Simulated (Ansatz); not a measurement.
Input of an Ansatz 0.2.0 run:

The input input.yaml:

```yaml
crystal:
  lattice:
    - [3.0919221242, 0.0, 0.0]
    - [0.0, 3.0919221242, 0.0]
    - [0.0, 0.0, 3.0919221242]
  atoms:
    - { symbol: Ti, position: [0.0, 0.0, 0.0] }
    - { symbol: Al, position: [0.5, 0.5, 0.5] }
hamiltonian:
  xc: r2scan0
  pseudopotentials: { kind: paw, level: accurate }
kpoints:
  mp_grid: { grid: [6, 6, 6] }
scf:
  occupations: { method: methfessel_paxton, width: 0.025 }
output:
  forces: true
  stress: true
  eigenvalues: true
  bader: true
  populations: intrinsic
```

Potentials or basis: Ansatz PAW earlier set.

Run with:

```console
$ ansatz run input.yaml --threads 1 --pin off --max-ram 2560MiB --backend cpu --events-out ev --progress --plain --runs-dir out
```

(1) What does it give for the Bader charges?

(2) Predict the band gap on the k mesh.

Results:

(1) Ti +0.62; Al -0.62 e.

(2) none (metal or under the smearing width).
